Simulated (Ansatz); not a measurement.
NaI: what the numbers say

**The experiment.** The Crystallography Open Database holds a cell as deposited of cubic NaI (space group Fm-3m), temperature not stated (1963): a = 6.473 Å, 33.90 Å³/atom.

The computed numbers are results of PBE, scalar-relativistic (no spin polarisation) in the plane-wave PAW code Ansatz at 420 eV, Γ-centred 10×10×10 mesh, 0.05 eV Gaussian smearing. The datasets are Ansatz's generated set soft_2.

The chain of runs began from a cell as deposited in COD, expanded in volume.

The relaxed structure (symmetry read at 0.01 Å). Symmetry: Fm-3m, No. 225, cubic system. Conventional cell: a = 6.529 Å, b = 6.529 Å, c = 6.529 Å, α = 90.00°, β = 90.00°, γ = 90.00°. Na (site symmetry m-3m) is surrounded by 6 I at 3.26 Å. I (site symmetry m-3m) has 6 Na at 3.26 Å as nearest neighbours. (Shells end 15 % past the nearest neighbour.)

Results at this level of theory:

* Volume: 34.79 Å³/atom
* Band gap: 3.58 eV
* Smallest direct gap: 3.58 eV
* Bader charges: Na 0.86; I -0.86 e
* Formation energy from the elements (0 K, uncorrected): -1.28 eV/atom
* Bulk modulus (Birch–Murnaghan): 15.1 GPa
* Pressure derivative B0′: 4.6

**Question.** Should it be a metal or an insulator?

**Answer.** Formal charges Na⁺, I⁻ balance and leave closed shells on every ion, so a band insulator is expected, and the gap is 3.58 eV.

It is direct, 3.58 eV. Within 0.6 eV of the edges the projected states are 100 % I 5p at the top of the valence band and 76 % Na 3s at the bottom of the conduction band. Crossing the gap moves an electron from the anion's filled p shell to the metal's empty orbitals, as in ionic insulators.

Shannon's ionic radii give a check on the bond lengths: Na⁺ with 6 neighbours 1.02 Å + I⁻ 2.20 Å = 3.22 Å against a computed mean of 3.26 Å. Sums and bonds agree within 3 %, so ion sizes set the bond lengths.

**Question.** How ionic is it?

**Answer.** Bader charges against formal ones: Na +0.86 (+1), I −0.86 (−1). The cations give up 86 % of the formal charge; Bader charges stay under formal ones because the anions' density reaches into the cations' basins, though a share this high marks a strongly ionic bond.

**Question.** How stiff is it, in energy terms?

**Answer.** B0·V0 = 15.1 GPa × 34.79 Å³ = 3.29 eV/atom sets the scale: near the minimum ΔE ≈ ½ B0 V0 x², with x = V/V0 − 1, and a pressure of 0.15 GPa squeezes the volume by about 1 %. At the ends of the curve: x = −4.0 % predicts 2.6 meV/atom and the run gives 2.8; x = +4.0 % predicts 2.6 meV/atom and the run gives 2.4. The lopsidedness is anharmonic: atoms resist being pushed together more than being pulled apart.

**Against experiment.** PBE gives 6.529 Å and 34.79 Å³/atom, +2.6 % in volume (+0.9 % in length) from the database's cell. PBE usually overestimates volumes by a few per cent. The static lattice also lacks zero-point motion and thermal expansion, roughly 2.4 to 5.9 % in volume at 300 K (room temperature assumed) by Grüneisen's rule, γ·3k_BT/(B0·V0) with γ of 1 to 2.5, so its own overestimate is larger than the figure.

Kohn–Sham gaps of semilocal functionals lie under measured ones, often by a third or more. Spin–orbit coupling, which matters for such heavy elements, is left out.
